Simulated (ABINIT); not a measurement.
# TaN (Fm-3m) in ABINIT: notebook

Runs on TaN. Level: PBE. Tasks: relaxation of cell and atoms.

Program: ABINIT 10.8.3 (patched build). These are calculated values, not measurements. Logs are shortened: lines on timing, memory, paths and dates and some standing lists are left out, and cuts for length are marked. The log counts tension as positive stress, the text compression.

## (1) The structure

It takes space group Fm-3m (No. 225, cubic). Conventional cell: a = 4.423 Å, b = 4.423 Å, c = 4.423 Å, α = 90.00°, β = 90.00°, γ = 90.00°. Ta (site symmetry m-3m) is surrounded by 6 N at 2.21 Å. N (site symmetry m-3m) has 6 Ta at 2.21 Å as nearest neighbours.

The cell comes from a database or a generator and needn't be the stable form of this composition.

## (2) Relaxation of cell and atoms, PBE, target pressure 10 GPa, at which the enthalpy is minimised

File run.abi:

```
# Pseudopotentials
pp_dirpath "./"
pseudos "Ta.GGA_PBE-JTH.xml, N.GGA_PBE-JTH.xml"

# Structure
acell 5.9097083415 5.9097083415 5.9097083415
rprim
     0.0000000000     0.7071067812     0.7071067812
     0.7071067812     0.0000000000     0.7071067812
     0.7071067812     0.7071067812     0.0000000000
ntypat 2
znucl 73 7
natom 2
typat 1 2
xred
     0.5000000000     0.5000000000     0.5000000000
     0.0000000000     0.0000000000     0.0000000000
chkprim 0
chksymtnons 0
tolsym 1.0e-6

# Plane-wave basis
ecut 26.0
pawecutdg 48.0
pawxcdev 0

# k points
kptopt 1
ngkpt 10 10 10
nshiftk 1
shiftk 0.0 0.0 0.0

# Exchange and correlation
ixc 11

# Bands and occupations
nband 13
occopt 3
tsmear 0.00183747

# SCF cycle
nstep 100
tolvrs 1.0e-9

# Output
iomode 3
prtwf 0
prtden 0
prteig 0
prtebands 0
enunit 1

# Relaxation
ionmov 2
ntime 60
tolmxf 0.0005
optcell 2
dilatmx 1.08
ecutsm 0.5
strtarget 3*-3.398931e-04 3*0.0
```

Potentials or basis: JTH PAW PBE v2.0.

Launch:

```sh
$ abinit run.abi > log 2>&1
```

run.abo:

```text
.Version 10.8.3 of ABINIT
 Symmetries : space group Fm -3 m (#225); Bravais cF (face-center cubic)
================================================================================
 Values of the parameters that define the memory need of the present run
     intxc =       0    ionmov =       2      iscf =      17    lmnmax =      18
     lnmax =       6     mgfft =      30  mpssoang =       3    mqgrid =    3001
     natom =       2  nloc_mem =       2    nspden =       1   nspinor =       1
    nsppol =       1      nsym =      48    n1xccc =       1    ntypat =       2
    occopt =       3   xclevel =       2
       mpw =        1191          nfft =       27000          nkpt =          47
 PAW method is used; the additional fine FFT grid is defined by:
   mgfftf=        40    nfftf =     64000
================================================================================
================================================================================

--------------------------------------------------------------------------------
------------- Echo of variables that govern the present computation ------------
--------------------------------------------------------------------------------
 -outvars: echo values of preprocessed input variables --------
            acell      5.9097083415E+00  5.9097083415E+00  5.9097083415E+00 Bohr
              amu      1.80947900E+02  1.40067400E+01
          chkprim           0
      chksymtnons           0
          dilatmx      1.08000000E+00
             ecut      2.60000000E+01 Hartree
           ecutsm      5.00000000E-01 Hartree
           enunit           1
           ionmov           2
              ixc          11
         kptrlatt       10    0    0      0   10    0      0    0   10
          kptrlen      5.90970834E+01
            natom           2
            nband          13
            ngfft          30      30      30
          ngfftdg          40      40      40
             nkpt          47
            nstep         100
             nsym          48
            ntime          60
           ntypat           2
           occopt           3
          optcell           2
        pawecutdg      4.80000000E+01 Hartree
         pawxcdev           0
           prtden           0
        prtebands           0
           prteig           0
            prtwf           0
            rprim      0.0000000000E+00  7.0710678120E-01  7.0710678120E-01
                       7.0710678120E-01  0.0000000000E+00  7.0710678120E-01
                       7.0710678120E-01  7.0710678120E-01  0.0000000000E+00
          spgroup         225
        strtarget     -3.39893100E-04 -3.39893100E-04 -3.39893100E-04
                       0.00000000E+00  0.00000000E+00  0.00000000E+00
           tolmxf      5.00000000E-04
           tolsym      1.00000000E-06
           tolvrs      1.00000000E-09
           tsmear      1.83747000E-03 Hartree
            typat      1  2
           useylm           1
           xangst      2.2113229986E+00  2.2113229986E+00  2.2113229986E+00
[... 386 lines left out ...]
 rms dE/dt=  0.0000E+00; max dE/dt=  0.0000E+00; dE/dt below (all hartree)
    1       0.000000000000      0.000000000000      0.000000000000
    2       0.000000000000      0.000000000000      0.000000000000

 cartesian coordinates (angstrom) at end:
    1      2.18755200388690     2.18755200388690     2.18755200388690
    2      0.00000000000000     0.00000000000000     0.00000000000000

 cartesian forces (hartree/bohr) at end:
    1     -0.00000000000000    -0.00000000000000    -0.00000000000000
    2     -0.00000000000000    -0.00000000000000    -0.00000000000000
 frms,max,avg= 0.0000000E+00 0.0000000E+00   0.000E+00  0.000E+00  0.000E+00 h/b

 cartesian forces (eV/Angstrom) at end:
    1     -0.00000000000000    -0.00000000000000    -0.00000000000000
    2     -0.00000000000000    -0.00000000000000    -0.00000000000000
 frms,max,avg= 0.0000000E+00 0.0000000E+00   0.000E+00  0.000E+00  0.000E+00 e/A
 length scales=  5.846180921346  5.846180921346  5.846180921346 bohr
              =  3.093665712293  3.093665712293  3.093665712293 angstroms
 Fermi (or HOMO) energy (eV) =   6.40511   Average Vxc (eV)= -13.48554
 Eigenvalues (   eV  ) for nkpt=  47  k points:
 kpt#   1, nband= 13, wtk=  0.00100, kpt=  0.0000  0.0000  0.0000 (reduced coord)
 -63.17680  -29.38104  -29.38104  -29.38104  -12.59096    2.51145    2.51145    2.51145
   4.22676    4.22676    4.22676    6.44705    6.44705
 prteigrs : prtvol=0 or 1, do not print more k-points.

--- !EnergyTerms
iteration_state     : {dtset: 1, itime: 3, icycle: 1, }
comment             : Components of total free energy in Hartree
kinetic             :  1.21154576514907E+01
hartree             :  7.91214621415853E+00
xc                  : -1.09470864658370E+01
Ewald energy        : -6.23584846880144E+01
psp_core            :  1.01923399502844E+01
local_psp           : -1.08953645045073E+01
PAW spherical_terms : -1.50815361298246E+01
internal            : -6.90625279722499E+01
'-kT*entropy'       : -2.06756111610513E-04
total_energy        : -6.90627347283615E+01
total_energy_eV     : -1.87929274989717E+03
...

--- !EnergyTermsDC
iteration_state     : {dtset: 1, itime: 3, icycle: 1, }
comment             : '"Double-counting" decomposition of free energy'
band_energy         : -1.18084951004256E+01
Ewald energy        : -6.23584846880144E+01
psp_core            :  1.01923399502844E+01
xc_dc               : -1.15447972228286E+01
PAW spherical_terms :  6.45690813692782E+00
internal            : -6.90625289240564E+01
'-kT*entropy'       : -2.06756111610513E-04
total_energy_dc     : -6.90627356801680E+01
total_energy_dc_eV  : -1.87929277579715E+03
...

--- !EnergyTermsWithPAWCore
iteration_state     : {dtset: 1, itime: 3, icycle: 1, }
comment             : 'Components of total free energy, including PAW core contributions'
Total energy        : -1.56597392510345E+04
Total energy DC     : -1.56597392519863E+04
Total energy (eV)   : -4.26123213271249E+05
Total energy DC (eV): -4.26123213297149E+05
...

 Cartesian components of stress tensor (hartree/bohr^3)
  sigma(1 1)= -3.38708715E-04  sigma(3 2)=  0.00000000E+00
  sigma(2 2)= -3.38708715E-04  sigma(3 1)=  0.00000000E+00
  sigma(3 3)= -3.38708715E-04  sigma(2 1)=  0.00000000E+00

-Cartesian components of stress tensor (GPa)         [Pressure=  9.9652E+00 GPa]
- sigma(1 1)= -9.96515443E+00  sigma(3 2)=  0.00000000E+00
- sigma(2 2)= -9.96515443E+00  sigma(3 1)=  0.00000000E+00
- sigma(3 3)= -9.96515443E+00  sigma(2 1)=  0.00000000E+00

== END DATASET(S) ==============================================================
================================================================================

 -outvars: echo values of variables after computation  --------
            acell      5.8461809213E+00  5.8461809213E+00  5.8461809213E+00 Bohr
           etotal     -6.9062735680E+01
            fcart     -0.0000000000E+00 -0.0000000000E+00 -0.0000000000E+00
                      -0.0000000000E+00 -0.0000000000E+00 -0.0000000000E+00
            rprim      0.0000000000E+00  7.0710678119E-01  7.0710678119E-01
                       7.0710678119E-01  0.0000000000E+00  7.0710678119E-01
                       7.0710678119E-01  7.0710678119E-01  0.0000000000E+00
           strten     -3.3870871475E-04 -3.3870871475E-04 -3.3870871475E-04
                       0.0000000000E+00  0.0000000000E+00  0.0000000000E+00
           xangst      2.1875520039E+00  2.1875520039E+00  2.1875520039E+00
                       0.0000000000E+00  0.0000000000E+00  0.0000000000E+00
             xred      5.0000000000E-01  5.0000000000E-01  5.0000000000E-01
                       0.0000000000E+00  0.0000000000E+00  0.0000000000E+00
 Calculation completed.
```

Run time: 74 s. Hardware: 1 thread of Arm Neoverse V2, shared host; peak memory 0.13 GiB.

Results:

| Quantity | Value |
| --- | --- |
| Free energy | -1879.2928 eV |
| Relaxed volume | 10.47 Å³/atom |
| Relaxed cell | a = 3.094 Å, b = 3.094 Å, c = 3.094 Å, α = 60.00°, β = 60.00°, γ = 60.00° |
| Space group after relaxing (to 0.05 Å) | Fm-3m (No. 225) |
| Energy change on relaxing (the enthalpy is what falls) | +8.9 meV/atom |
| Ionic steps | 3 |
| Pressure after relaxing | 10.0 GPa |
| Band gap on the k mesh | none (metal or under the smearing width) |
| Valence electrons inside the program's atomic spheres | Ta 10.78; N 2.59 |

The path:
```tsv
step	energy change (eV)	largest force (eV/Å)	pressure (GPa)	volume (Å³)
1	0.0000	0.0000	-1.37	21.63
2	0.0212	0.0000	10.92	20.88
3	0.0178	0.0000	9.97	20.94
```

Final structure:
```xyz
2
Lattice="0.0000 2.1876 2.1876 2.1876 0.0000 2.1876 2.1876 2.1876 0.0000" Properties=species:S:1:pos:R:3 pbc="T T T"
Ta    2.1876    2.1876    2.1876
N     0.0000    0.0000    0.0000
```

Caveat: the highest band is partly filled, so the run has too few bands. The run has no spin-orbit coupling, so splittings on Ta are missing.

## (3) Relaxation of cell and atoms, PBE, target pressure 20 GPa, at which the enthalpy is minimised

run.abi, as its differences from that of step 2:

```diff
@@ -59,2 +59,2 @@
 ecutsm 0.5
-strtarget 3*-3.398931e-04 3*0.0
+strtarget 3*-6.797862e-04 3*0.0
```

Potentials or basis: JTH PAW PBE v2.0.

Launch:

```sh
$ abinit run.abi > log 2>&1
```

Run time: 91 s. Hardware: 1 thread of Arm Neoverse V2, shared host; peak memory 0.13 GiB.

It converged, with:

| Item | Value |
| --- | --- |
| Free energy | -1879.2443 eV |
| Relaxed volume | 10.21 Å³/atom |
| Relaxed cell | a = 3.068 Å, b = 3.068 Å, c = 3.068 Å, α = 60.00°, β = 60.00°, γ = 60.00° |
| Space group after relaxing (to 0.05 Å) | Fm-3m (No. 225) |
| Energy change on relaxing (the enthalpy is what falls) | +33.1 meV/atom |
| Ionic steps | 4 |
| Pressure after relaxing | 20.0 GPa |
| Band gap on the k mesh | none (metal or under the smearing width) |
| Valence electrons inside the program's atomic spheres | Ta 10.83; N 2.63 |

Step by step:
```tsv
step	energy change (eV)	largest force (eV/Å)	pressure (GPa)	volume (Å³)
1	0.0000	0.0000	-1.37	21.63
2	0.0892	0.0000	23.55	20.24
3	0.0646	0.0000	19.73	20.43
4	0.0662	0.0000	20.00	20.41
```

Final structure:
```
CELL_PARAMETERS angstrom
0.00000 2.16916 2.16916
2.16916 0.00000 2.16916
2.16916 2.16916 0.00000
ATOMIC_POSITIONS crystal
Ta 0.50000 0.50000 0.50000
N 0.00000 0.00000 0.00000
```

Levels at points of the mesh, in eV from the Fermi level:
```
           k point  band 5  band 6  band 7  band 8  band 9  band 10  band 11  band 12  band 13
(0.00, 0.00, 0.00)  -19.20   -3.97   -3.97   -3.97   -2.25    -2.25    -2.25     0.05     0.05
(0.50, 0.00, 0.00)  -15.96  -10.73   -7.90   -7.90    2.01     2.01     2.11     3.91     7.95
(0.50, 0.50, 0.00)  -17.95   -6.75   -5.78   -4.76   -4.76     2.23     3.76     3.76     4.96
```

Caveat: the highest band is partly filled, so the run has too few bands. Spin-orbit coupling is left out, which matters for the levels of Ta.

## (4) Relaxation of cell and atoms, PBE, target pressure 30 GPa, at which the enthalpy is minimised

run.abi, as its differences from that of step 3:

```diff
@@ -59,2 +59,2 @@
 ecutsm 0.5
-strtarget 3*-6.797862e-04 3*0.0
+strtarget 3*-1.019679e-03 3*0.0
```

Launch:

```sh
$ abinit run.abi > log 2>&1
```

Run time: 90 s. Hardware: 1 thread of Arm Neoverse V2, shared host; peak memory 0.13 GiB.

It converged, with:

```yaml
Free_energy: -1879.1729 eV
Relaxed_volume: 9.98 Å³/atom
Relaxed_cell: a = 3.044 Å, b = 3.044 Å, c = 3.044 Å, α = 60.00°, β = 60.00°, γ = 60.00°
Space_group_after_relaxing_to_0.05_Å: Fm-3m (No. 225)
Energy_change_on_relaxing_the_enthalpy_is_what_falls: +68.8 meV/atom
Ionic_steps: 4
Pressure_after_relaxing: 30.0 GPa
Band_gap_on_the_k_mesh: none (metal or under the smearing width)
Valence_electrons_inside_the_program's_atomic_spheres: Ta 10.92; N 2.63
```

The path:
| step | energy change (eV) | largest force (eV/Å) | pressure (GPa) | volume (Å³) |
| --- | --- | --- | --- | --- |
| 1 | 0.0000 | 0.0000 | -1.37 | 21.63 |
| 2 | 0.2088 | 0.0000 | 38.06 | 19.62 |
| 3 | 0.1314 | 0.0000 | 29.20 | 19.99 |
| 4 | 0.1377 | 0.0000 | 29.97 | 19.95 |

Final structure:
```cif
data_structure
_symmetry_space_group_name_H-M 'P 1'
_symmetry_Int_Tables_number 1
_cell_length_a 3.0444
_cell_length_b 3.0444
_cell_length_c 3.0444
_cell_angle_alpha 60.000
_cell_angle_beta 60.000
_cell_angle_gamma 60.000
_cell_volume 19.95
loop_
_atom_site_label
_atom_site_type_symbol
_atom_site_fract_x
_atom_site_fract_y
_atom_site_fract_z
_atom_site_occupancy
Ta1 Ta 0.50000 0.50000 0.50000 1
N1 N 0.00000 0.00000 0.00000 1
```

Levels at points of the mesh, in eV from the Fermi level:
```
           k point  band 7  band 8  band 9  band 10  band 11  band 12
(0.00, 0.00, 0.00)   -4.03   -4.03   -2.32    -2.32    -2.32     0.05
(0.50, 0.00, 0.00)   -8.07   -8.07    2.08     2.08     2.18     3.99
(0.50, 0.50, 0.00)   -5.95   -4.80   -4.80     2.31     3.89     3.89
```

Caveat: the highest band is partly filled, so the run has too few bands. The run has no spin-orbit coupling, so splittings on Ta are missing.

## (5) The runs side by side

| cell | gap on the mesh (eV) | pressure (GPa) |
| --- | --- | --- |
| relaxed to 10 GPa | none | 10.0 |
| relaxed to 20 GPa | none | 20.0 |
| relaxed to 30 GPa | none | 30.0 |

Alike in all rows: task relaxation of cell and atoms; level PBE; potentials or basis JTH PAW PBE v2.0; no spin polarisation; k mesh 10 × 10 × 10; cutoff (eV) 707; smearing fermi-dirac 0.05 eV.

Caveats: the highest band is partly filled, so the run has too few bands.

Total energies depend on the potentials used, so only differences within one code and one set of settings carry meaning.
